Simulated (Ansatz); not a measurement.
# PbSe: moving Se off its site

PbSe, Fm-3m, a = 6.124 Å (as given, not relaxed at this level: 2.4 GPa). Ansatz: PBE, PAW, 420 eV, Γ-centred 10×10×10 mesh on 2 atoms, Gaussian smearing 0.03 eV; no spin polarisation.

```
CELL_PARAMETERS angstrom
0.00000 3.06215 3.06215
3.06215 0.00000 3.06215
3.06215 3.06215 0.00000
ATOMIC_POSITIONS crystal
Pb 0.00000 0.00000 0.00000
Se 0.50000 0.50000 0.50000
```

Atom 2 (Se) moves by x along the unit vector (1.000, 0.000, 0.000), with its periodic images; all else is held. y is the free energy of the cell over the start, F the force along the path summed over the moved atoms. Symmetry makes y even in x.

```
  x (Å) y (meV) F (eV/Å)
-0.3000    56.02      0.55
-0.1500     8.86      0.14
 0.0000     0.00      0.00
 0.0375     0.43     -0.02
 0.0750     1.84     -0.05
 0.1125     4.50     -0.09
 0.1875    15.45     -0.21
 0.2250        ?         ?
 0.2625    38.18     -0.41
```

Problem. Fit y = c2 x² + c4 x⁴ to the energies of the other rows, give the force constant, and predict energy and force of the missing row.

Solution. Least squares on the rows shown. y = 320.69 x² + 3361.4 x⁴. The force constant is 2 c2 = 0.641 eV/Å², for the cell as given, at 2.4 GPa (for all images moving together, not for a lone atom). With two atoms in a cubic cell this is the optical mode at Γ without the LO field: ω = 521.5 √(2 c2/μ) = 55 cm⁻¹ for μ = 57.18 u. The force −dy/dx at the missing row is -0.30 eV/Å (computed -0.30). At x = 0.2250 the fit asked for gives 24.85 meV. The run gave 24.96 meV, so the fit is 0.11 meV too low, within twice the rms miss on the fitted rows (0.07 meV).

Spin–orbit coupling is left out, which can shift energies with elements as heavy as these.